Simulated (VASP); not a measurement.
# MoSe2 (P6_3/mmc) in VASP: a series of runs, part 2 of 2

VASP 6.6.1. Earlier steps stand in the parts before.

### 4 Relaxation of shape and atoms at fixed volume, PBEsol (a relaxed cell with its volume scaled by 1.06)

Input file INCAR:

```
SYSTEM = MoSe2
ALGO = Normal ; EDIFF = 1E-7
EDIFFG = -0.01 ; ENCUT = 600
GGA = PS ; IBRION = 2
ISIF = 4 ; ISMEAR = 0
KPAR = 2 ; LASPH = .TRUE.
LCHARG = .FALSE. ; LREAL = .FALSE.
LWAVE = .FALSE. ; NELM = 80
NSW = 40 ; PREC = Accurate
SIGMA = 0.03
```

Input file KPOINTS:

```
k-points
0
G
  9 9 2
  0 0 0
```

Input file POSCAR:

```
MoSe2                                   
1.0
    3.3350227807      0.0000000000     -0.0000000000
   -1.6675113904      2.8882144502      0.0000000000
    0.0000000000     -0.0000000000     13.3976380001
  Mo              Se            
     2     4
Direct
     0.3333333332999970    0.6666666667000030    0.2500000000000000
     0.6666666667000030    0.3333333332999970    0.7500000000000000
     0.3333333332999970    0.6666666667000030    0.6231807473536600
     0.6666666667000030    0.3333333332999970    0.1231807473536603
     0.3333333332999970    0.6666666667000030    0.8768192526463400
     0.6666666667000030    0.3333333332999970    0.3768192526463398
```

Potentials or basis: VASP PAW PBE potentials, release 64 (Mo_sv, Se).

Run with:

```console
$ cat potpaw_PBE.64/Mo_sv/POTCAR potpaw_PBE.64/Se/POTCAR > POTCAR
$ mpirun -np 2 vasp_std > vasp.out
```

OUTCAR:

```text
SYSTEM = MoSe2
   EDIFF = 1E-7
   EDIFFG = -0.01
   ENCUT = 600
   GGA = PS
   IBRION = 2
   ISIF = 4
   ISMEAR = 0
   LASPH = .TRUE.
   LREAL = .FALSE.
   NELM = 80
   NSW = 40
   PREC = Accurate

 ion  position               nearest neighbor table
   1  0.333  0.667  0.250-   4 2.57   6 2.57   4 2.57   6 2.57   4 2.57   6 2.57
   2  0.667  0.333  0.750-   3 2.57   5 2.57   3 2.57   5 2.57   3 2.57   5 2.57
   3  0.333  0.667  0.623-   2 2.57   2 2.57   2 2.57
   4  0.667  0.333  0.123-   1 2.57   1 2.57   1 2.57
   5  0.333  0.667  0.877-   2 2.57   2 2.57   2 2.57
   6  0.667  0.333  0.377-   1 2.57   1 2.57   1 2.57

  LATTYP: Found a hexagonal cell.
 ALAT       =     3.3350227807
 C/A-ratio  =     4.0172553176

  Lattice vectors:

 A1 = (   3.3350227807,   0.0000000000,   0.0000000000)
 A2 = (  -1.6675113904,   2.8882144502,   0.0000000000)
 A3 = (   0.0000000000,   0.0000000000,  13.3976380001)

Analysis of symmetry for initial positions (statically):
=====================================================================
 Subroutine PRICEL returns:
 Original cell was already a primitive cell.

 Routine SETGRP: Setting up the symmetry group for a
 hexagonal supercell.

 Subroutine GETGRP returns: Found 24 space group operations
 (whereof 12 operations were pure point group operations)
 out of a pool of 24 trial point group operations.

The static configuration has the point symmetry D_3d.
 The point group associated with its full space group is D_6h.

Analysis of symmetry for dynamics (positions and initial velocities):
=====================================================================
 Subroutine PRICEL returns:
 Original cell was already a primitive cell.

 Routine SETGRP: Setting up the symmetry group for a
 hexagonal supercell.

 Subroutine GETGRP returns: Found 24 space group operations
 (whereof 12 operations were pure point group operations)
 out of a pool of 24 trial point group operations.

The dynamic configuration has the point symmetry D_3d.
 The point group associated with its full space group is D_6h.
[... 117 lines left out ...]
   NELECT =      52.0000    total number of electrons
   NUPDOWN=      -1.0000    fix difference up-down
   EMIN   =  10.00;   EMAX   =-10.00  energy-range for DOS
   EFERMI =   0.00;   METHOD = LEGACY
   ISMEAR =     0;   SIGMA  =   0.03  broadening in eV -4-tet -1-fermi 0-gaus
   EFERMI_NEDOS =   21; number of points for ismear=-14 and -15
   IALGO  =     38    algorithm
   IMIX   =      4    mixing-type and parameters
     AMIX     =   0.40;   BMIX     =  1.00
     AMIX_MAG =   1.60;   BMIX_MAG =  1.00
  volume/ion in A,a.u.               =      21.51       145.14
  Fermi-wavevector in a.u.,A,eV,Ry     =   1.209179  2.285016 19.893253  1.462113
  Thomas-Fermi vector in A             =   2.344764
   LORBIT       =      0    0 simple, 1 ext, 2 COOP (PROOUT), +10 PAW based schemes
   GGA     = PS    functional components
   LHFCALC =     F    Hartree Fock is set to
   AEXX    =    0.0000 exact exchange contribution
   IVDW    =     0    specifies the selected vdW correction
   LEPSILON=     F    determine dielectric tensor
   LRPA    =     F    only Hartree local field effects (RPA)
 conjugate gradient relaxation of ions
 non-spin polarized calculation
 Gauss-broadening in eV      SIGMA  =   0.03
  energy-cutoff  :      600.00
  volume of cell :      129.05
 maximum number of plane-waves:      4362
 NGX is ok and might be reduce to    28
   NGX = 13   NGY = 13   NGZ = 53

--------------------------------------- Ionic step        1  -------------------------------------------

 number of electron      52.0000001 magnetization

 Free energy of the ion-electron system (eV)
  ---------------------------------------------------
  ext. energy  EPLUGINS =         0.00000000
  ---------------------------------------------------
  free energy    TOTEN  =       -43.10444832 eV

  energy without entropy =      -43.10444832  energy(sigma->0) =      -43.10444832

------------------------ aborting loop because EDIFF is reached ----------------------------------------

  FORCE on cell =-STRESS in cart. coord.  units (eV):
  Direction    XX          YY          ZZ          XY          YZ          ZX
  --------------------------------------------------------------------------------------
  -------------------------------------------------------------------------------------
  Total       -5.0889241     -5.0889241     -6.0431760      0.0000000     -0.0000000     -0.0000000
  in kB      -63.1800659    -63.1800659    -75.0273042      0.0000000     -0.0000000     -0.0000000
  external PRESSURE =     -67.1291453 kB  Pullay stress =       0.0000000 kB
[... 267 lines left out ...]
--------------------------------------- Ionic step        8  -------------------------------------------

 number of electron      52.0000000 magnetization

 Free energy of the ion-electron system (eV)
  ---------------------------------------------------
  ext. energy  EPLUGINS =         0.00000000
  ---------------------------------------------------
  free energy    TOTEN  =       -43.24358153 eV

  energy without entropy =      -43.24358153  energy(sigma->0) =      -43.24358153

 E-fermi :   5.6173     XC(G=0): -10.3856

 val. band max:        5.3612878135   @ k =   0.0000   0.0000   0.0000
 cond. band min:       6.5953801362   @ k =   0.2222   0.1111   0.0000
 fundamental gap:      1.2340923227
 Fermi energy:         5.6172822618

 k-point     1 :       0.0000    0.0000    0.0000
  band No.  band energies     occupation
      1     -55.4747      2.00000
      2     -55.4747      2.00000
      3     -29.6811      2.00000
      4     -29.6811      2.00000
      5     -29.4755      2.00000
      6     -29.4755      2.00000
[... 838 lines left out ...]
  FREE ENERGIE OF THE ION-ELECTRON SYSTEM (eV)
  ---------------------------------------------------
  free  energy   TOTEN  =       -43.2435815300 eV

  energy  without entropy=      -43.2435815300  energy(sigma->0) =      -43.24358153

 reached required accuracy - stopping structural energy minimisation
```

CONTCAR:

```text
MoSe2
   1.00000000000000
     3.2794598447094985    0.0000000000093332   -0.0000000000000000
    -1.6397299223958335    2.8400955361479538    0.0000000000000000
     0.0000000000000000   -0.0000000000000000   13.8554684459724555
  Mo              Se
     2     4
Direct
     0.3333333332999970    0.6666666667000030    0.2500000000000000
     0.6666666667000030    0.3333333332999970    0.7500000000000000
     0.3333333332999970    0.6666666667000030    0.6298687042498404
     0.6666666667000030    0.3333333332999970    0.1298687042498403
     0.3333333332999970    0.6666666667000030    0.8701312957501596
     0.6666666667000030    0.3333333332999970    0.3701312957501597

  0.00000000E+00  0.00000000E+00  0.00000000E+00
  0.00000000E+00  0.00000000E+00  0.00000000E+00
  0.00000000E+00  0.00000000E+00  0.00000000E+00
  0.00000000E+00  0.00000000E+00  0.00000000E+00
  0.00000000E+00  0.00000000E+00  0.00000000E+00
  0.00000000E+00  0.00000000E+00  0.00000000E+00
```

Run time: 3.9 min. Hardware: 2 MPI ranks of AMD EPYC 9R45 (Zen 5), shared host; peak memory 0.32 GiB.

What came out:

* Free energy: -43.2436 eV
* Energy gained by relaxing: 23.2 meV/atom
* Ionic steps: 8
* Pressure after relaxing: -0.7 GPa
* Band gap on the k mesh: 1.23 eV, indirect (least direct gap 1.50 eV)

The path:
```csv
step,energy change (eV),largest force (eV/Å),pressure (GPa)
1,0.0000,0.8342,-6.71
2,-0.0751,0.1385,-3.80
3,-0.0754,0.0897,-3.59
4,-0.1126,0.0399,-2.54
5,-0.1385,0.0672,-0.28
6,-0.1387,0.0587,-0.48
7,-0.1388,0.0495,-0.91
8,-0.1391,0.0006,-0.70
```

Final structure:
```
Mo Se
1.0
     3.27946    0.00000    0.00000
    -1.63973    2.84010    0.00000
     0.00000    0.00000   13.85547
Mo Se
2 4
Direct
  0.33333 0.66667 0.25000
  0.66667 0.33333 0.75000
  0.33333 0.66667 0.62987
  0.66667 0.33333 0.12987
  0.33333 0.66667 0.87013
  0.66667 0.33333 0.37013
```

Caveat: the PAW data sets were made with another functional, which shifts forces and pressure a little; an odd mesh through Γ misses points on the zone boundary, where band edges often lie; this functional lacks dispersion, which binds the layers, so the pressure and a relaxed spacing across them are unreliable.

### 5 Overview

| cell | gap on the mesh (eV) | pressure (GPa) |
| --- | --- | --- |
| atoms relaxed at fixed volume from: a relaxed cell with its volume scaled by 1.02 | 1.07 | -0.4 |
| atoms relaxed at fixed volume from: a relaxed cell with its volume scaled by 1.04 | 1.15 | -0.6 |
| atoms relaxed at fixed volume from: a relaxed cell with its volume scaled by 1.06 | 1.23 | -0.7 |

Alike in all rows: task relaxation of shape and atoms at fixed volume; level PBEsol; potentials or basis VASP PAW PBE potentials, release 64 (Mo_sv, Se); no spin polarisation; k mesh 9 × 9 × 2; cutoff (eV) 600; smearing gaussian 0.03 eV.

Caveats: the PAW data sets were made with another functional, which shifts forces and pressure a little; an odd mesh through Γ misses points on the zone boundary, where band edges often lie; this functional lacks dispersion, which binds the layers, so the pressure and a relaxed spacing across them are unreliable.

Total energies depend on the potentials used, so only differences within one code and one set of settings carry meaning.
